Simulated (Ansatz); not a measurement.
**NaI (Pmma), a sublattice moved along a line**

The calculation used Ansatz 0.2.0, DFT LDA, scalar-relativistic, plane waves, PAW. Cutoff 420 eV, Γ-centred 6×6×4 k-points, Gaussian smearing of 0.05 eV. Spin–orbit coupling is left out, which matters for the heavy elements here. No spin polarisation. Energies are free energies at this smearing, counted from the undisturbed cell; pressure is positive in compression.

The undisturbed cell (as given, not relaxed at this level; it stands at -1.5 GPa; this form isn't the usual structure):

```
Na I
1.0
     4.62221    0.00000    0.00000
     0.00000    4.26970    0.00000
     0.00000    0.00000    7.79838
Na I
2 2
Direct
  0.25000 0.50000 0.27503
  0.75000 0.50000 0.72497
  0.25000 0.00000 0.74243
  0.75000 0.00000 0.25757
```

The cell holds layers and no dispersion correction was added, so their binding is poorly described.

Every Na atom is moved by x along the Cartesian unit vector (-0.550, 0.000, 0.835); the cell and all other atoms stay fixed.

```
  x (Å)  ΔE (meV/cell) force along x on the moved atoms (eV/Å) pressure (GPa) gap on the mesh (eV)
-0.3000           22.4                                     0.14            -1.4                  2.46
-0.1500            5.8                                     0.08            -1.5                  2.46
 0.0000            0.0                                     0.00            -1.5                  2.46
 0.0750            1.5                                    -0.04            -1.5                  2.46
 0.2250           12.8                                    -0.11            -1.4                  2.46
```